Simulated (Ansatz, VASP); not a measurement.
One calculation of Ir, two programs

The input INCAR:

```
SYSTEM = Ir
PREC = Accurate
ENCUT = 520
EDIFF = 1E-7
ISMEAR = -1
SIGMA = 0.05
LREAL = .False.
LASPH = .True.
NELM = 60
ALGO = Normal
ISIF = 2
LWAVE = .False.
LCHARG = .True.
GGA = PE
LELF = .True.
LVHAR = .True.
NBANDS = 10
```

File KPOINTS:

```
Automatic mesh
0
Gamma
  14 14 14
  0 0 0
```

POSCAR

```
Ir
1.0
    2.6203697794      0.0000000000      0.0000000000
    0.0000000000      2.6203697794      0.0000000000
    0.0000000000      0.0000000000      2.6203697794
Ir
1
Direct
    0.0000000000      0.0000000000      0.0000000000
```

Input for Ansatz:

```yaml
crystal:
  lattice:
    - [2.6203697794, 0.0, 0.0]
    - [0.0, 2.6203697794, 0.0]
    - [0.0, 0.0, 2.6203697794]
  atoms:
    - { symbol: Ir, position: [0.0, 0.0, 0.0] }
kpoints:
  mp_grid: { grid: [14, 14, 14] }
scf:
  occupations: { method: fermi_dirac, width: 0.05 }
hamiltonian:
  xc: pbe
  pseudopotentials: { kind: all_electron, lapw: { basis_error: 0.001 } }
output:
  forces: true
  stress: true
  eigenvalues: true
```

Change from the starting cell: volume scaled by 1.06.

Alike in both runs: task single point; functional PBE; k mesh 14 × 14 × 14; occupations fermi-dirac, width 0.05 eV; no spin polarisation.

```csv
,VASP,Ansatz
version,VASP 6.6.1,Ansatz 0.2.0
potentials or method,"VASP PAW PBE potentials, release 64 (Ir)","all-electron LAPW, scalar-relativistic"
plane-wave cutoff (eV),520,see its input
```

VASP gave:

* pressure (GPa): -12.2

What did Ansatz give for the same quantities?

Pressure (GPa): -12.4.

Ansatz ran all-electron here, so the differences hold the error of VASP's frozen core and of both bases.

The runs have no spin-orbit coupling, so splittings on Ir are missing.
